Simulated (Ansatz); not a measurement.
TePt:

```
CELL_PARAMETERS angstrom
4.26288 0.00000 0.00000
-2.13144 3.69176 0.00000
0.00000 0.00000 5.66177
ATOMIC_POSITIONS crystal
Pt 0.00000 0.00000 0.00000
Pt 0.00000 0.00000 0.50000
Te 0.33333 0.66667 0.25000
Te 0.66667 0.33333 0.75000
```

Measurements of this composition are mostly on another form, of space group No. 166.

Base run:

```yaml
Program: Ansatz 0.2.0
Functional: LDA
Potentials_or_basis: Ansatz PAW
Cutoff: "420 eV (not typed: the program's choice for these potentials)"
k_mesh: 7 × 7 × 5
Occupations: fermi-dirac, width 0.05 eV
Spin: no spin polarisation
```

Its results: band gap on the k mesh none (metal or under the smearing width); pressure -7.3 GPa.

Q: The run is repeated on the same cell with these changes: functional from LDA to r2SCAN; cutoff from 420 eV (not typed: the program's choice for these potentials) to 500 eV (not typed: the program's choice for these potentials). What comes out?

A: Band gap on the k mesh none (metal or under the smearing width); pressure -2.0 GPa.

Caveats: spin-orbit coupling is left out, which moves the levels of the heavy elements; the PAW data sets come from PBE, with cores solved anew for the run's functional, which leaves a small shift of forces and pressure.
